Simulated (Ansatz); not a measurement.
**Pt in Ansatz: convergence with k mesh**

Input of the first run (k mesh 4 × 4 × 4); the others differ in this setting and in those tied to it:

Contents of input.yaml:

```yaml
crystal:
  lattice:
    - [-1.517923, 1.612567, 1.572658]
    - [1.584375, -1.591215, 1.617757]
    - [1.523578, 1.59687, -1.551306]
  atoms:
    - { symbol: Pt, position: [-0.012312, -0.008861, -0.012486] }
hamiltonian:
  xc: pbe
  pseudopotentials: { kind: paw, source: jth }
kpoints:
  mp_grid: { grid: [4, 4, 4] }
scf:
  occupations: { method: cold, width: 0.1 }
output:
  forces: true
  stress: true
  eigenvalues: true
```

Potentials or basis: JTH PAW.

Run with:

```bash
$ ansatz run input.yaml --threads 2 --pin off --max-ram 5632MiB --backend cpu --events-out ev --progress --plain --runs-dir out
```

The cell isn't the ideal one: cell strained at random at fixed volume.

This isn't the form of Pt at room conditions, which is fcc.

Hardware: 2 threads of AMD EPYC (Zen 3) (shared host).

Q: The values tried are 4 × 4 × 4, 4 × 4 × 5, 6 × 6 × 6, 7 × 7 × 7, 8 × 8 × 9, 10 × 10 × 11, 13 × 13 × 13, 16 × 16 × 16, 19 × 19 × 19, loosest first. From which on does the pressure stay within 0.1 GPa of the tightest run that finished?

A: From 10 × 10 × 11 on.

```csv
k mesh,"energy less the tightest run, at zero smearing (meV/atom)",pressure (GPa),SCF cycles,CPU time (s),peak memory (GiB)
4 × 4 × 4,-276.27,-4.70,8,2.5,0.28
4 × 4 × 5,-97.83,-1.57,9,3.1,0.28
6 × 6 × 6,-0.14,0.48,7,5.7,0.31
7 × 7 × 7,-40.10,-1.28,6,8,0.34
8 × 8 × 9,24.24,0.32,7,13,0.38
10 × 10 × 11,-0.62,-0.11,7,27,0.46
13 × 13 × 13,0.80,-0.15,7,50,0.63
16 × 16 × 16,2.32,-0.07,7,94,0.93
19 × 19 × 19,0.00,-0.10,7,180,1.4
```

Not settled before the last step: the energy (to 1 meV/atom). Meshes of other sizes hit other points, so gaps and Fermi surfaces needn't settle smoothly. The tightest run that finished is the yardstick and may itself not be fully converged.

The run has no spin-orbit coupling, so splittings on Pt are missing.
